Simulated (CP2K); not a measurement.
MgS (Niningerite):

```
CELL_PARAMETERS angstrom
3.67929 0.00000 0.00000
1.83964 3.18636 0.00000
1.83964 1.06212 3.00413
ATOMIC_POSITIONS crystal
S 0.50000 0.50000 0.50000
Mg 0.00000 0.00000 0.00000
```

Base run:

* Program: CP2K 2026.2
* Functional: SCAN
* Potentials or basis: POTENTIAL_UZH S GTH-PBE-q6, Mg GTH-PBE-q10; TZVP-MOLOPT-PBE-GTH basis
* Density cutoff: 19048 eV
* k mesh: 9 × 9 × 9
* Occupations: fermi-dirac, width 0.05 eV
* Spin: no spin polarisation

Its results: band gap on the k mesh 3.50 eV, indirect (least direct gap 4.43 eV); pressure 0.8 GPa.

Problem. After a change of settings the same cell gave: band gap on the k mesh 2.73 eV, indirect (least direct gap 3.51 eV); pressure 1.1 GPa. Which change was it?
A. functional from SCAN to LDA
B. functional from SCAN to PBE
C. functional from SCAN to PW91
D. functional from SCAN to PBEsol

Solution. D.

SCAN gives the wider gap, since meta-GGAs in the generalised Kohn-Sham scheme recover part of the derivative discontinuity.

Caveats: the potentials were made for another functional, which shifts forces and pressure; an odd mesh through Γ misses points on the zone boundary, where band edges often lie; the basis of atomic orbitals isn't converged, which shifts pressures, moduli and gaps.
